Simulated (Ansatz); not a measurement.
The system is CO2.

```
CELL_PARAMETERS angstrom
-1.97473 1.97473 3.01406
1.97473 -1.97473 3.01406
1.97473 1.97473 -3.01406
ATOMIC_POSITIONS crystal
O 0.87500 0.95980 0.58480
O 0.37500 0.29020 0.41520
O 0.04020 0.62500 0.91520
O 0.70980 0.12500 0.08480
C 0.00000 0.00000 0.00000
C 0.75000 0.25000 0.50000
```

The cell comes from a database or a generator and needn't be the stable form of this composition.

- Program: Ansatz 0.2.0
- Task: relaxation of cell and atoms
- Functional: PBEsol
- Dispersion: D3(BJ)
- Potentials or basis: Ansatz PAW
- Cutoff: 420 eV (not typed: the program's choice for these potentials)
- k mesh: 9 × 9 × 9
- Occupations: fermi-dirac, width 0.05 eV
- Spin: no spin polarisation

At the start: volume 7.84 Å³/atom.

Task: Where does the relaxation end?

Result: It ends after 7 steps and the volume is 7.52 Å³/atom (-4.1 %); space group I-42d (No. 122, to 0.05 Å).

Step by step:
```
step  energy change (eV)  largest force (eV/Å)  volume (Å³)
   1              0.0000                0.2149        47.01
   2             -0.0474                0.1075        45.65
   3             -0.0546                0.0200        45.18
   4             -0.0545                0.0060        45.22
   5             -0.0427                0.0069        45.22
   6             -0.0436                0.0019        45.11
   7             -0.0429                0.0018        45.11
```

Final structure:
```
O C
1.0
    -1.95026    1.95026    2.96496
     1.95026   -1.95026    2.96496
     1.95026    1.95026   -2.96496
O C
4 2
Direct
  0.87500 0.95603 0.58103
  0.37500 0.29397 0.41897
  0.04397 0.62500 0.91897
  0.70603 0.12500 0.08103
  0.00000 0.00000 0.00000
  0.75000 0.25000 0.50000
```

Caveat: the plane-wave basis is chosen anew once the cell has moved, so the energies of steps on either side of that aren't comparable; the pressure holds a Pulay correction of +1.3 GPa for the finite cutoff; the PAW data sets come from PBE, with cores solved anew for the run's functional, which leaves a small shift of forces and pressure.
